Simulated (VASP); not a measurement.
# KI (Fm-3m) in VASP: further runs, part 2 of 2

VASP 6.6.1. Earlier steps stand in the parts before.

### Step 5. Single point, r2SCAN

This run uses another cell than the first one, of 44.09 Å³/atom.

POSCAR

```
KI
1.0
    0.0000000000      3.5327750000      3.5327750000
    3.5327750000      0.0000000000      3.5327750000
    3.5327750000      3.5327750000      0.0000000000
K I
1 1
Direct
    0.0000000000      0.0000000000      0.0000000000
    0.5000000000      0.5000000000      0.5000000000
```

INCAR.step1

```
SYSTEM = KI
  PREC = Accurate
  ENCUT = 550
  ISMEAR = 0
  SIGMA = 0.01
  LREAL = .FALSE.
  LASPH = .TRUE.
  NELM = 120
  NBANDS = 15
  GGA = PE
  ALGO = Normal
  EDIFF = 1E-5
  LWAVE = .TRUE.
  LCHARG = .FALSE.
  GGA_COMPAT = .FALSE.
```

INCAR.step2

```
SYSTEM = KI
  PREC = Accurate
  ENCUT = 550
  EDIFF = 1E-6
  ISMEAR = 0
  SIGMA = 0.01
  LREAL = .FALSE.
  LASPH = .TRUE.
  NELM = 120
  ALGO = Normal
  ISIF = 2
  LWAVE = .FALSE.
  LCHARG = .TRUE.
  METAGGA = R2SCAN
  LMIXTAU = .TRUE.
  LELF = .TRUE.
  LVHAR = .TRUE.
  NBANDS = 15
  ISTART = 1
  GGA_COMPAT = .FALSE.
```

KPOINTS

```
regular mesh
0
G
  6 6 6
  0 0 0
```

Potentials or basis: VASP PAW PBE potentials, release 64 (K_sv, I).

Launch:

```console
cat potpaw_PBE.64/K_sv/POTCAR potpaw_PBE.64/I/POTCAR > POTCAR
cp INCAR.step1 INCAR
mpirun -np 1 vasp_std > vasp.out
cp INCAR.step2 INCAR
mpirun -np 1 vasp_std > vasp.out
```

OUTCAR:

```text
SYSTEM = KI
   PREC = Accurate
   ENCUT = 550
   EDIFF = 1E-6
   ISMEAR = 0
   LREAL = .FALSE.
   LASPH = .TRUE.
   NELM = 120
   ISIF = 2
   METAGGA = R2SCAN
   ISTART = 1

 ion  position               nearest neighbor table
   1  0.000  0.000  0.000-   2 3.53   2 3.53   2 3.53   2 3.53   2 3.53   2 3.53
   2  0.500  0.500  0.500-   1 3.53   1 3.53   1 3.53   1 3.53   1 3.53   1 3.53

  LATTYP: Found a face centered cubic cell.
 ALAT       =     7.0655500000

  Lattice vectors:

 A1 = (   0.0000000000,   3.5327750000,   3.5327750000)
 A2 = (   3.5327750000,   0.0000000000,   3.5327750000)
 A3 = (   3.5327750000,   3.5327750000,   0.0000000000)

Analysis of symmetry for initial positions (statically):
=====================================================================
 Subroutine PRICEL returns:
 Original cell was already a primitive cell.

 Routine SETGRP: Setting up the symmetry group for a
 face centered cubic supercell.

 Subroutine GETGRP returns: Found 48 space group operations
 (whereof 48 operations were pure point group operations)
 out of a pool of 48 trial point group operations.

The static configuration has the point symmetry O_h .

Analysis of symmetry for dynamics (positions and initial velocities):
=====================================================================
 Subroutine PRICEL returns:
 Original cell was already a primitive cell.

 Routine SETGRP: Setting up the symmetry group for a
 face centered cubic supercell.

 Subroutine GETGRP returns: Found 48 space group operations
 (whereof 48 operations were pure point group operations)
 out of a pool of 48 trial point group operations.

The dynamic configuration has the point symmetry O_h .

 Subroutine INISYM returns: Found 48 space group operations
 (whereof 48 operations are pure point group operations),
 and found     1 'primitive' translations

----------------------------------------------------------------------------------------

                                     Primitive cell

  volume of cell :      88.1816

  direct lattice vectors                    reciprocal lattice vectors
     0.000000000  3.532775000  3.532775000    -0.141531799  0.141531799  0.141531799
     3.532775000  0.000000000  3.532775000     0.141531799 -0.141531799  0.141531799
     3.532775000  3.532775000  0.000000000     0.141531799  0.141531799 -0.141531799

  length of vectors
     4.996098318  4.996098318  4.996098318     0.245140266  0.245140266  0.245140266

  position of ions in fractional coordinates (direct lattice)
     0.000000000  0.000000000  0.000000000
     0.500000000  0.500000000  0.500000000

  ion indices of the primitive-cell ions
   primitive index   ion index
                 1           1
                 2           2

----------------------------------------------------------------------------------------

 KPOINTS: regular mesh

Automatic generation of k-mesh.
 Grid dimensions read from file:
 generate k-points for:    6    6    6

 Generating k-lattice:

  Cartesian coordinates                     Fractional coordinates (reciprocal lattice)
    -0.023588633  0.023588633  0.023588633     0.166666667  0.000000000  0.000000000
     0.023588633 -0.023588633  0.023588633     0.000000000  0.166666667  0.000000000
     0.023588633  0.023588633 -0.023588633     0.000000000  0.000000000  0.166666667

  Length of vectors
     0.040856711  0.040856711  0.040856711

[... 30 lines left out ...]
   dimension x,y,z NGXF=    80 NGYF=   80 NGZF=   80
   ions per type =               1   1
   NGX,Y,Z   is equivalent  to a cutoff of  13.31, 13.31, 13.31 a.u.
   NGXF,Y,Z  is equivalent  to a cutoff of  26.62, 26.62, 26.62 a.u.
 SYSTEM =  KI
   PREC   = accura    normal or accurate (medium, high low for compatibility)
   ISTART =      1    job   : 0-new  1-cont  2-samecut
   ICHARG =      0    charge: 1-file 2-atom 10-const
   ISPIN  =      1    spin polarized calculation?
   LNONCOLLINEAR =      F non collinear calculations
   LSORBIT =      F    spin-orbit coupling
   LASPH  =      T    aspherical Exc in radial PAW
   ENCUT  =  550.0 eV  40.42 Ry    6.36 a.u.   9.55  9.55  9.55*2*pi/ulx,y,z
   NELM   =    120;   NELMIN=  2; NELMDL=  0     # of ELM steps
   EDIFF  = 0.1E-05   stopping-criterion for ELM
   LREAL  =      F    real-space projection
   EDIFFG = 0.1E-04   stopping-criterion for IOM
   NSW    =      0    number of steps for IOM
   IBRION =     -1    ionic relax: 0-MD 1-quasi-New 2-CG
   NFREE  =      0    steps in history (QN), initial steepest desc. (CG)
   ISIF   =      2    stress and relaxation
   ISYM   =      2    0-nonsym 1-usesym 2-fastsym
   POTIM  = 0.5000    time-step for ionic-motion
   TEBEG  =    0.0;   TEEND  =   0.0 temperature during run
   PSTRESS=    0.0 pullay stress
   NELECT =      16.0000    total number of electrons
   NUPDOWN=      -1.0000    fix difference up-down
   EMIN   =  10.00;   EMAX   =-10.00  energy-range for DOS
   EFERMI =   0.00;   METHOD = LEGACY
   ISMEAR =     0;   SIGMA  =   0.01  broadening in eV -4-tet -1-fermi 0-gaus
   EFERMI_NEDOS =   21; number of points for ismear=-14 and -15
   IALGO  =     38    algorithm
   IMIX   =      4    mixing-type and parameters
     AMIX     =   0.40;   BMIX     =  1.00
     AMIX_MAG =   1.60;   BMIX_MAG =  1.00
  volume/ion in A,a.u.               =      44.09       297.54
  Fermi-wavevector in a.u.,A,eV,Ry     =   0.926806  1.751409 11.686988  0.858969
  Thomas-Fermi vector in A             =   2.052808
   LORBIT       =      0    0 simple, 1 ext, 2 COOP (PROOUT), +10 PAW based schemes
   METAGGA = R2SCAN    functional components
   LHFCALC =     F    Hartree Fock is set to
   AEXX    =    0.0000 exact exchange contribution
   IVDW    =     0    specifies the selected vdW correction
   LEPSILON=     F    determine dielectric tensor
   LRPA    =     F    only Hartree local field effects (RPA)
 non-spin polarized calculation
 Gauss-broadening in eV      SIGMA  =   0.01
  energy-cutoff  :      550.00
  volume of cell :       88.18
 maximum number of plane-waves:      2637
 NGX is ok and might be reduce to    40
   NGX = 19   NGY = 19   NGZ = 19

 number of electron      15.9999999 magnetization

 Free energy of the ion-electron system (eV)
  ---------------------------------------------------
  ext. energy  EPLUGINS =         0.00000000
  ---------------------------------------------------
  free energy    TOTEN  =       -33.98431590 eV

  energy without entropy =      -33.98431590  energy(sigma->0) =      -33.98431590

 E-fermi :  -0.6321     XC(G=0):  -7.5178

 val. band max:       -0.7552009639   @ k =   0.0000   0.0000   0.0000
 cond. band min:       3.8526664385   @ k =   0.0000   0.0000   0.0000
 fundamental gap:      4.6078674024
 Fermi energy:        -0.6320771405

 k-point     1 :       0.0000    0.0000    0.0000
  band No.  band energies     occupation
      1     -30.4137      2.00000
      2     -13.1291      2.00000
      3     -13.1291      2.00000
      4     -13.1291      2.00000
      5     -11.5679      2.00000
      6      -0.7552      2.00000
      7      -0.7552      2.00000
      8      -0.7552      2.00000
      9       3.8527      0.00000
     10       6.2933      0.00000
     11       6.2933      0.00000
     12       6.2933      0.00000
     13       7.1442      0.00000
     14       7.1442      0.00000
[... 257 lines left out ...]
      2     -13.1719      2.00000
      3     -13.1666      2.00000
      4     -13.1534      2.00000
      5     -11.3677      2.00000
      6      -1.6437      2.00000
      7      -1.3275      2.00000
      8      -1.2970      2.00000
      9       5.3787      0.00000
     10       6.3749      0.00000
     11       7.2070      0.00000
     12       8.3508      0.00000
     13       8.5587      0.00000
     14       9.6253      0.00000
     15      10.0763      0.00000

------------------------ aborting loop because EDIFF is reached ----------------------------------------

  FORCE on cell =-STRESS in cart. coord.  units (eV):
  Direction    XX          YY          ZZ          XY          YZ          ZX
  --------------------------------------------------------------------------------------
  -------------------------------------------------------------------------------------
  Total        0.0832798      0.0832798      0.0832798      0.0000000      0.0000000      0.0000000
  in kB        1.5131161      1.5131161      1.5131161      0.0000000      0.0000000      0.0000000
  external PRESSURE =       1.5131161 kB  Pullay stress =       0.0000000 kB

 VOLUME and BASIS-vectors are now :
 -----------------------------------------------------------------------------
  energy-cutoff  :      550.00
  volume of cell :       88.18
      direct lattice vectors                 reciprocal lattice vectors
     0.000000000  3.532775000  3.532775000    -0.141531799  0.141531799  0.141531799
     3.532775000  0.000000000  3.532775000     0.141531799 -0.141531799  0.141531799
     3.532775000  3.532775000  0.000000000     0.141531799  0.141531799 -0.141531799

 POSITION                                       TOTAL-FORCE (eV/Angst)
 -----------------------------------------------------------------------------------
      0.00000      0.00000      0.00000        -0.000000      0.000000      0.000000
      3.53277      3.53277      3.53277         0.000000     -0.000000     -0.000000
 -----------------------------------------------------------------------------------
    total drift:                                0.000000     -0.000000     -0.000000

  FREE ENERGIE OF THE ION-ELECTRON SYSTEM (eV)
  ---------------------------------------------------
  free  energy   TOTEN  =       -33.9843159037 eV

  energy  without entropy=      -33.9843159037  energy(sigma->0) =      -33.98431590
```

It took 3.6 min on 1 thread of Intel Xeon 8259CL, shared host; peak memory 0.26 GiB.

Results:

| Property | Result |
| --- | --- |
| Free energy | -33.9843 eV |
| Pressure | 0.2 GPa |
| Band gap on the k mesh | 4.61 eV |

Caveat: the PAW data sets were made with another functional, which shifts forces and pressure a little; spin-orbit coupling is left out, which moves the levels of the heavy elements.

### Step 6. Single point, r2SCAN

This run uses another cell than the first one, of 45.85 Å³/atom.

POSCAR

```
KI
1.0
    0.0000000000      3.5792642128      3.5792642128
    3.5792642128      0.0000000000      3.5792642128
    3.5792642128      3.5792642128      0.0000000000
K I
1 1
Direct
    0.0000000000      0.0000000000      0.0000000000
    0.5000000000      0.5000000000      0.5000000000
```

INCAR.step1

```
PREC     = Accurate       # precision mode
ENCUT    = 550            # plane-wave cutoff, eV
ISMEAR   = 0              # smearing method
SIGMA    = 0.01           # smearing width, eV
LREAL    = False          # projectors in reciprocal space
LASPH    = True           # aspherical terms in the spheres
NELM     = 120            # most SCF steps
NBANDS   = 15             # bands
GGA      = PE             # functional
ALGO     = Normal         # electronic algorithm
EDIFF    = 1E-5           # SCF threshold, eV
LWAVE    = True           # write WAVECAR
LCHARG   = False          # write CHGCAR
GGA_COMPAT= False
```

INCAR.step2

```
PREC     = Accurate       # precision mode
ENCUT    = 550            # plane-wave cutoff, eV
EDIFF    = 1E-6           # SCF threshold, eV
ISMEAR   = 0              # smearing method
SIGMA    = 0.01           # smearing width, eV
LREAL    = False          # projectors in reciprocal space
LASPH    = True           # aspherical terms in the spheres
NELM     = 120            # most SCF steps
ALGO     = Normal         # electronic algorithm
ISIF     = 2              # what is computed and relaxed
LWAVE    = False          # write WAVECAR
LCHARG   = False          # write CHGCAR
METAGGA  = R2SCAN         # meta-GGA
LMIXTAU  = True         
NBANDS   = 15             # bands
ISTART   = 1            
GGA_COMPAT= False
```

KPOINTS

```
Automatic mesh
0
Gamma
  6 6 6
```

Potentials or basis: VASP PAW PBE potentials, release 64 (K_sv, I).

Launch:

```console
cat potpaw_PBE.64/K_sv/POTCAR potpaw_PBE.64/I/POTCAR > POTCAR
cp INCAR.step1 INCAR
mpirun -np 1 vasp_std > vasp.out
cp INCAR.step2 INCAR
mpirun -np 1 vasp_std > vasp.out
```

Wall time 3.8 min (1 thread of Intel Xeon 8259CL, shared host); peak memory 0.26 GiB.

Results (log left out):

- Free energy: -33.9827 eV
- Pressure: -0.3 GPa
- Band gap on the k mesh: 4.51 eV

Levels at points of the mesh, in eV from the valence-band top:
```tsv
k point	band 6	band 7	band 8	band 9	band 10	band 11
(0.00, 0.00, 0.00)	0.00	0.00	0.00	4.51	7.07	7.07
(0.50, 0.00, 0.00)	-1.23	-0.30	-0.30	5.98	8.22	8.69
(0.50, 0.50, 0.00)	-0.96	-0.35	-0.35	5.43	6.40	8.80
```

Caveat: the PAW data sets were made with another functional, which shifts forces and pressure a little; spin-orbit coupling is left out, which moves the levels of the heavy elements.

### Step 7. Summary

| cell | gap on the mesh (eV) | pressure (GPa) |
| --- | --- | --- |
| a = 4.788 Å, angles 60.0°, 2 atoms | 4.97 | 2.5 |
| a = 4.859 Å, angles 60.0°, 2 atoms | 4.84 | 1.5 |
| a = 4.929 Å, angles 60.0°, 2 atoms | 4.72 | 0.7 |
| a = 4.996 Å, angles 60.0°, 2 atoms | 4.61 | 0.2 |
| a = 5.062 Å, angles 60.0°, 2 atoms | 4.51 | -0.3 |

Alike in all rows: task single point; level r2SCAN; potentials or basis VASP PAW PBE potentials, release 64 (K_sv, I); no spin polarisation; k mesh 6 × 6 × 6; cutoff (eV) 550; smearing gaussian 0.01 eV.

Caveats: the PAW data sets were made with another functional, which shifts forces and pressure a little; spin-orbit coupling is left out, which moves the levels of the heavy elements.

Absolute energies hang on the potentials; compare differences alone.

### Step 8. How close it comes

Step 4. A measured gap of KI is 6.32 eV (a printed reference work, monograph); the calculated 4.72 eV misses it by -1.60 eV. Spin-orbit coupling on I is left out. The value is that of r2SCAN, without temperature or zero-point motion.

Step 5. Against the measured gap of KI, 6.32 eV (a printed reference work, monograph), the calculated 4.61 eV is off by -1.71 eV. Spin-orbit coupling on I is left out. The value is that of r2SCAN, without temperature or zero-point motion.

Step 6. Against the measured gap of KI, 6.32 eV (a printed reference work, monograph), the calculated 4.51 eV is off by -1.81 eV. Spin-orbit coupling on I is left out. The value is that of r2SCAN, without temperature or zero-point motion.
